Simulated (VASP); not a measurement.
Level of theory: PBE GGA, VASP's PBE PAW potentials (set 64) (plane waves; VASP 6.6.1).

VASP input:

**INCAR**
```
SYSTEM = CaF2
PREC = Accurate
ENCUT = 520
EDIFF = 1E-6
NELM = 100
ALGO = Normal
LREAL = .FALSE.
LASPH = .TRUE.
ISMEAR = 0
SIGMA = 0.05
GGA = PE
LWAVE = .FALSE.
LCHARG = .FALSE.
ISIF = 2
KSPACING = 0.8
KGAMMA = .FALSE.
```

### POSCAR
```
CaF2
1
    0.0000000000     2.7846000000     2.7846000000
    2.7846000000     0.0000000000     2.7846000000
    2.7846000000     2.7846000000     0.0000000000
Ca F
1 2
Direct
  0.0000000000   0.0000000000   0.0000000000
  0.2500000000   0.2500000000   0.2500000000
  0.7500000000   0.7500000000   0.7500000000
```

POTCAR, in this order: Ca_sv F (PBE.64 set). Program: vasp_std.

The run wrote:

### OUTCAR
```
 ion  position               nearest neighbor table
   1  0.000  0.000  0.000-   3 2.41   3 2.41   2 2.41   2 2.41   3 2.41   2 2.41   3 2.41   2 2.41
  LATTYP: Found a face centered cubic cell.
 ALAT       =     5.5692000000
 Subroutine PRICEL returns:
 Original cell was already a primitive cell.
 Subroutine GETGRP returns: Found 48 space group operations
The static configuration has the point symmetry O_h .
The dynamic configuration has the point symmetry O_h .
 Subroutine INISYM returns: Found 48 space group operations
 Subroutine IBZKPT returns following result:
 Found      4 irreducible k-points:

 Following reciprocal coordinates:
            Coordinates               Weight
  0.000000  0.000000  0.000000      1.000000
  0.333333  0.000000  0.000000      8.000000
  0.333333  0.333333  0.000000      6.000000
 -0.333333  0.333333  0.000000     12.000000
   k-points           NKPTS =      4   k-points in BZ     NKDIM =      4   number of bands    NBANDS=     16
   number of dos      NEDOS =    301   number of ions     NIONS =      3
   total plane-waves  NPLWV =  27000
   dimension x,y,z NGX =    30 NGY =   30 NGZ =   30
   dimension x,y,z NGXF=    60 NGYF=   60 NGZF=   60
   ions per type =               1   2
   PREC   = accura    normal or accurate (medium, high low for compatibility)
   ISTART =      0    job   : 0-new  1-cont  2-samecut
   ICHARG =      2    charge: 1-file 2-atom 10-const
   ISPIN  =      1    spin polarized calculation?
   LNONCOLLINEAR =      F non collinear calculations
   LSORBIT =      F    spin-orbit coupling
   INIWAV =      1    electr: 0-lowe 1-rand  2-diag
   ENCUT  =  520.0 eV  38.22 Ry    6.18 a.u.   7.32  7.32  7.32*2*pi/ulx,y,z
   NELM   =    100;   NELMIN=  2; NELMDL= -5     # of ELM steps
   EDIFF  = 0.1E-05   stopping-criterion for ELM
   LREAL  =      F    real-space projection
   NLSPLINE    = F    spline interpolate recip. space projectors
   LMAXMIX     =    2 max onsite mixed and CHGCAR
   VOSKOWN=      0    Vosko Wilk Nusair interpolation
   EDIFFG = 0.1E-04   stopping-criterion for IOM
...
```

File OSZICAR:
```
       N       E                     dE             d eps       ncg     rms          rms(c)
DAV:   1     0.226614383482E+03    0.22661E+03   -0.13590E+04   128   0.150E+03
DAV:   2    -0.908106108815E+01   -0.23570E+03   -0.23376E+03   160   0.391E+02
DAV:   3    -0.184029088416E+02   -0.93218E+01   -0.93175E+01   144   0.887E+01
DAV:   4    -0.186539797240E+02   -0.25107E+00   -0.25100E+00   216   0.122E+01
DAV:   5    -0.186550733278E+02   -0.10936E-02   -0.10936E-02   144   0.813E-01    0.805E+00
DAV:   6    -0.173050413730E+02    0.13500E+01   -0.75508E+00   128   0.190E+01    0.317E+00
DAV:   7    -0.173090644344E+02   -0.40231E-02   -0.18586E-01   160   0.398E+00    0.170E+00
DAV:   8    -0.173281952891E+02   -0.19131E-01   -0.34730E-02   160   0.230E+00    0.178E-01
DAV:   9    -0.173327773752E+02   -0.45821E-02   -0.74282E-03   168   0.654E-01    0.136E-01
DAV:  10    -0.173336775552E+02   -0.90018E-03   -0.15198E-03   168   0.294E-01    0.223E-02
DAV:  11    -0.173336949675E+02   -0.17412E-04   -0.60396E-05   144   0.601E-02    0.145E-02
DAV:  12    -0.173337016682E+02   -0.67007E-05   -0.27600E-05   168   0.504E-02    0.444E-03
DAV:  13    -0.173337015519E+02    0.11631E-06   -0.29955E-06   136   0.163E-02
   1 F= -.17333702E+02 E0= -.17333702E+02  d E =-.449591E-22
```

**OUTCAR**
```
------------------------ aborting loop because EDIFF is reached ----------------------------------------
  FORCE on cell =-STRESS in cart. coord.  units (eV):
  Direction    XX          YY          ZZ          XY          YZ          ZX
  --------------------------------------------------------------------------------------
  Total       -0.5639256     -0.5639256     -0.5639256     -0.0000000     -0.0000000     -0.0000000
  in kB      -20.9225187    -20.9225187    -20.9225187     -0.0000000     -0.0000000     -0.0000000
  external PRESSURE =     -20.9225187 kB  Pullay stress =       0.0000000 kB
  volume of cell :       43.18
      direct lattice vectors                 reciprocal lattice vectors
     0.000000000  2.784600000  2.784600000    -0.179559003  0.179559003  0.179559003
     2.784600000  0.000000000  2.784600000     0.179559003 -0.179559003  0.179559003
     2.784600000  2.784600000  0.000000000     0.179559003  0.179559003 -0.179559003
 POSITION                                       TOTAL-FORCE (eV/Angst)
 -----------------------------------------------------------------------------------
      0.00000      0.00000      0.00000         0.000000     -0.000000     -0.000000
      1.39230      1.39230      1.39230         0.000000      0.000000      0.000000
      4.17690      4.17690      4.17690        -0.000000     -0.000000     -0.000000
 -----------------------------------------------------------------------------------
    total drift:                                0.000000     -0.000000      0.000000
  FREE ENERGIE OF THE ION-ELECTRON SYSTEM (eV)
  ---------------------------------------------------
  free  energy   TOTEN  =       -17.3337015519 eV

  energy  without entropy=      -17.3337015519  energy(sigma->0) =      -17.33370155
```
(Selected blocks of OUTCAR.)

The compound is CaF2 in the fluorite structure. The cell was not relaxed at this level. The run is one of a series of settings (KGAMMA = .FALSE., KSPACING = 0.8, KPOINTS file removed against the base run), some of them coarse on purpose.
